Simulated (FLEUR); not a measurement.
Here is a FLEUR MaX-R8.1 (later development tree) calculation.

Contents of inp.xml:

```xml
<?xml version="1.0" encoding="UTF-8" standalone="no"?>
<fleurInput fleurInputVersion="0.39">
   <comment>
      AlAu                                                                                                
   </comment>
   <calculationSetup>
      <cutoffs Kmax="4.32" Gmax="13.4" GmaxXC="13.4" numbands="0"/>
      <scfLoop itmax="60" minDistance="0.00001" maxIterBroyd="15" imix="Anderson" alpha="0.05" precondParam="0.0" spinf="2.0" sdNocoIR="T"/>
      <coreElectrons ctail="T" frcor="F" kcrel="0" coretail_lmax="0"/>
      <xcFunctional name="PBEs" relativisticCorrections="F"/>
      <magnetism jspins="1"/>
      <soc l_soc="F" theta="0.0" phi="0.0" spav="F"/>
      <expertModes spex="0" secvar="F"/>
      <geometryOptimization l_f="F" forcealpha="1.0" forcemix="BFGS" epsdisp="0.00001" epsforce="0.00001"/>
      <ldaU l_linMix="F" mixParam="0.05" spinf="1.0"/>
   </calculationSetup>
   <cell>
      <bzIntegration valenceElectrons="30.0" mode="hist" fermiSmearingEnergy="0.00183747">
         <kPointListSelection listName="default-1"/>
         <!-- k-points included here -->
         <xi:include xmlns:xi="http://www.w3.org/2001/XInclude" href="kpts.xml"> </xi:include>
      </bzIntegration>
      <!-- symmetry operations included here -->
      <xi:include xmlns:xi="http://www.w3.org/2001/XInclude" href="sym.xml"> </xi:include>
      <bulkLattice scale="1.0">
         <bravaisMatrix>
            <row-1>    6.0923674215951733     0.0000000000000000     0.0000000000000000</row-1>
            <row-2>    0.0000000000000000     6.0923674215951733     0.0000000000000000</row-2>
            <row-3>    0.0000000000000000     0.0000000000000000     6.0923674215951733</row-3>
         </bravaisMatrix>
      </bulkLattice>
   </cell>
   <atomSpecies>
      <species name="Gold (Au)" element="Au" atomicNumber="79">
         <mtSphere radius="2.57" gridPoints="859" logIncrement="0.016"/>
         <atomicCutoffs lmax="10" lnonsphr="10"/>
         <electronConfig flipSpins="F">
            <coreConfig>(1s1/2) (2s1/2) (2p1/2) (2p3/2) (3s1/2) (3p1/2) (3p3/2) (4s1/2) (3d3/2) (3d5/2) (4p1/2) (4p3/2) (4d3/2) (4d5/2) (4f5/2) (4f7/2)</coreConfig>
            <valenceConfig>(5s1/2) (5p1/2) (5p3/2) (6s1/2) (5d3/2) (5d5/2)</valenceConfig>
            <stateOccupation state="(6s1/2)" spinUp="0.500000" spinDown="0.500000"/>
         </electronConfig>
         <energyParameters s="6" p="6" d="5" f="5"/>
         <lo type="SCLO" l="0" n="5" eDeriv="0"/>
         <lo type="SCLO" l="1" n="5" eDeriv="0"/>
         <lo type="SCLO" l="1" n="5" eDeriv="1"/>
         <lo type="SCLO" l="2" n="5" eDeriv="2"/>
         <lo type="SCLO" l="3" n="5" eDeriv="2"/>
      </species>
      <species name="Aluminum (Al)" element="Al" atomicNumber="13">
         <mtSphere radius="2.27" gridPoints="757" logIncrement="0.015"/>
         <atomicCutoffs lmax="9" lnonsphr="9"/>
         <electronConfig flipSpins="F">
            <coreConfig>(1s1/2)</coreConfig>
            <valenceConfig>(2s1/2) (2p1/2) (2p3/2) (3s1/2) (3p1/2) (3p3/2)</valenceConfig>
            <stateOccupation state="(3p1/2)" spinUp="0.166667" spinDown="0.166667"/>
            <stateOccupation state="(3p3/2)" spinUp="0.333333" spinDown="0.333333"/>
         </electronConfig>
         <energyParameters s="3" p="3" d="3" f="4"/>
         <lo type="SCLO" l="0" n="2" eDeriv="0"/>
         <lo type="SCLO" l="1" n="2" eDeriv="0"/>
         <lo type="SCLO" l="2" n="3" eDeriv="2"/>
         <lo type="SCLO" l="3" n="4" eDeriv="2"/>
      </species>
   </atomSpecies>
   <atomGroups>
      <atomGroup species="Gold (Au)">
         <relPos label="                   1">1.000/2.000 1.000/2.000 1.000/2.000</relPos>
         <force calculate="T" relaxXYZ="TTT"/>
      </atomGroup>
      <atomGroup species="Aluminum (Al)">
         <relPos label="                   2">.0000000000 .0000000000 .0000000000</relPos>
         <force calculate="T" relaxXYZ="TTT"/>
      </atomGroup>
   </atomGroups>
   <output dos="F" band="F" slice="F">
      <checks vchk="F" cdinf="F"/>
      <bandDOS minEnergy="-.5*Htr" maxEnergy="0.5*Htr" sigma="0.015" storeEVData="T"/>
      <vacuumDOS vacdos="F" integ="F" star="F" nstars="0" locx1="0.0" locy1="0.0" locx2="0.0" locy2="0.0" nstm="0" tworkf="0.0"/>
      <unfoldingBand unfoldBand="F" supercellX="1" supercellY="1" supercellZ="1"/>
      <plotting iplot="0" polar="F">
         <plot TwoD="T" vec1="  1.0  0.0  0.0" vec2="  0.0  1.0  0.0" vec3="  0.0  0.0  1.0" zero="  0.0  0.0  0.0" file="plot"/>
      </plotting>
      <chargeDensitySlicing numkpt="0" minEigenval="0.0" maxEigenval="0.0" nnne="0" pallst="F"/>
      <specialOutput eonly="F"/>
      <moessbauerParams electricFieldGradient="T" isomerShift="T" coreHyperfine="T" valenceHyperfine="T"/>
      <magneticCircularDichroism mcd="F" energyLo="-10.0" energyUp="0.0"/>
   </output>
  <!-- We include the file relax.xml here to enable relaxations (see documentation) -->
  <xi:include xmlns:xi="http://www.w3.org/2001/XInclude" href="relax.xml"> <xi:fallback/> </xi:include>
</fleurInput>
```

crystal.txt

```
AlAu
&input cartesian=F /
3.2239420000  0.0000000000  0.0000000000
0.0000000000  3.2239420000  0.0000000000
0.0000000000  0.0000000000  3.2239420000
1.8897261246
1.0 1.0 1.0

2
79 0.5000000000  0.5000000000  0.5000000000
13 0.0000000000  0.0000000000  0.0000000000

&kpt div1=8 div2=8 div3=8 gamma=T /
```

inp.xml (dos)

```
<?xml version="1.0" encoding="UTF-8" standalone="no"?>
<fleurInput fleurInputVersion="0.39">
   <comment>
      AlAu                                                                                                
   </comment>
   <calculationSetup>
      <cutoffs Kmax="4.32" Gmax="13.4" GmaxXC="13.4" numbands="0"/>
      <scfLoop itmax="60" minDistance="0.00001" maxIterBroyd="15" imix="Anderson" alpha="0.05" precondParam="0.0" spinf="2.0" sdNocoIR="T"/>
      <coreElectrons ctail="T" frcor="F" kcrel="0" coretail_lmax="0"/>
      <xcFunctional name="PBEs" relativisticCorrections="F"/>
      <magnetism jspins="1"/>
      <soc l_soc="F" theta="0.0" phi="0.0" spav="F"/>
      <expertModes spex="0" secvar="F"/>
      <geometryOptimization l_f="F" forcealpha="1.0" forcemix="BFGS" epsdisp="0.00001" epsforce="0.00001"/>
      <ldaU l_linMix="F" mixParam="0.05" spinf="1.0"/>
   </calculationSetup>
   <cell>
      <bzIntegration valenceElectrons="30.0" mode="hist" fermiSmearingEnergy="0.00183747">
         <kPointListSelection listName="default-1"/>
         <!-- k-points included here -->
         <xi:include xmlns:xi="http://www.w3.org/2001/XInclude" href="kpts.xml"> </xi:include>
      </bzIntegration>
      <!-- symmetry operations included here -->
      <xi:include xmlns:xi="http://www.w3.org/2001/XInclude" href="sym.xml"> </xi:include>
      <bulkLattice scale="1.0">
         <bravaisMatrix>
            <row-1>    6.0923674215951733     0.0000000000000000     0.0000000000000000</row-1>
            <row-2>    0.0000000000000000     6.0923674215951733     0.0000000000000000</row-2>
            <row-3>    0.0000000000000000     0.0000000000000000     6.0923674215951733</row-3>
         </bravaisMatrix>
      </bulkLattice>
   </cell>
   <atomSpecies>
      <species name="Gold (Au)" element="Au" atomicNumber="79">
         <mtSphere radius="2.57" gridPoints="859" logIncrement="0.016"/>
         <atomicCutoffs lmax="10" lnonsphr="10"/>
         <electronConfig flipSpins="F">
            <coreConfig>(1s1/2) (2s1/2) (2p1/2) (2p3/2) (3s1/2) (3p1/2) (3p3/2) (4s1/2) (3d3/2) (3d5/2) (4p1/2) (4p3/2) (4d3/2) (4d5/2) (4f5/2) (4f7/2)</coreConfig>
            <valenceConfig>(5s1/2) (5p1/2) (5p3/2) (6s1/2) (5d3/2) (5d5/2)</valenceConfig>
            <stateOccupation state="(6s1/2)" spinUp="0.500000" spinDown="0.500000"/>
         </electronConfig>
         <energyParameters s="6" p="6" d="5" f="5"/>
         <lo type="SCLO" l="0" n="5" eDeriv="0"/>
         <lo type="SCLO" l="1" n="5" eDeriv="0"/>
         <lo type="SCLO" l="1" n="5" eDeriv="1"/>
         <lo type="SCLO" l="2" n="5" eDeriv="2"/>
         <lo type="SCLO" l="3" n="5" eDeriv="2"/>
      </species>
      <species name="Aluminum (Al)" element="Al" atomicNumber="13">
         <mtSphere radius="2.27" gridPoints="757" logIncrement="0.015"/>
         <atomicCutoffs lmax="9" lnonsphr="9"/>
         <electronConfig flipSpins="F">
            <coreConfig>(1s1/2)</coreConfig>
            <valenceConfig>(2s1/2) (2p1/2) (2p3/2) (3s1/2) (3p1/2) (3p3/2)</valenceConfig>
            <stateOccupation state="(3p1/2)" spinUp="0.166667" spinDown="0.166667"/>
            <stateOccupation state="(3p3/2)" spinUp="0.333333" spinDown="0.333333"/>
         </electronConfig>
         <energyParameters s="3" p="3" d="3" f="4"/>
         <lo type="SCLO" l="0" n="2" eDeriv="0"/>
         <lo type="SCLO" l="1" n="2" eDeriv="0"/>
         <lo type="SCLO" l="2" n="3" eDeriv="2"/>
         <lo type="SCLO" l="3" n="4" eDeriv="2"/>
      </species>
   </atomSpecies>
   <atomGroups>
      <atomGroup species="Gold (Au)">
         <relPos label="                   1">1.000/2.000 1.000/2.000 1.000/2.000</relPos>
         <force calculate="T" relaxXYZ="TTT"/>
      </atomGroup>
      <atomGroup species="Aluminum (Al)">
         <relPos label="                   2">.0000000000 .0000000000 .0000000000</relPos>
         <force calculate="T" relaxXYZ="TTT"/>
      </atomGroup>
   </atomGroups>
   <output dos="T" band="F" slice="F">
      <checks vchk="F" cdinf="F"/>
      <bandDOS minEnergy="-0.8*Htr" maxEnergy="0.5*Htr" sigma="0.005" storeEVData="T"/>
      <vacuumDOS vacdos="F" integ="F" star="F" nstars="0" locx1="0.0" locy1="0.0" locx2="0.0" locy2="0.0" nstm="0" tworkf="0.0"/>
      <unfoldingBand unfoldBand="F" supercellX="1" supercellY="1" supercellZ="1"/>
      <plotting iplot="0" polar="F">
         <plot TwoD="T" vec1="  1.0  0.0  0.0" vec2="  0.0  1.0  0.0" vec3="  0.0  0.0  1.0" zero="  0.0  0.0  0.0" file="plot"/>
      </plotting>
      <chargeDensitySlicing numkpt="0" minEigenval="0.0" maxEigenval="0.0" nnne="0" pallst="F"/>
      <specialOutput eonly="F"/>
      <moessbauerParams electricFieldGradient="T" isomerShift="T" coreHyperfine="T" valenceHyperfine="T"/>
      <magneticCircularDichroism mcd="F" energyLo="-10.0" energyUp="0.0"/>
   </output>
  <!-- We include the file relax.xml here to enable relaxations (see documentation) -->
  <xi:include xmlns:xi="http://www.w3.org/2001/XInclude" href="relax.xml"> <xi:fallback/> </xi:include>
</fleurInput>
```

Potentials or basis: all-electron, FLAPW.

Run with:

```console
$ inpgen -f crystal.txt -profile fastHighL
$ # inp.xml edited to the form shown
$ fleur_MPI
$ fleur_MPI   # second run, on inp.xml (dos)
```

(1) What does it give for the band gap on the k mesh?

## Answers

(1) none (metal or under the smearing width).
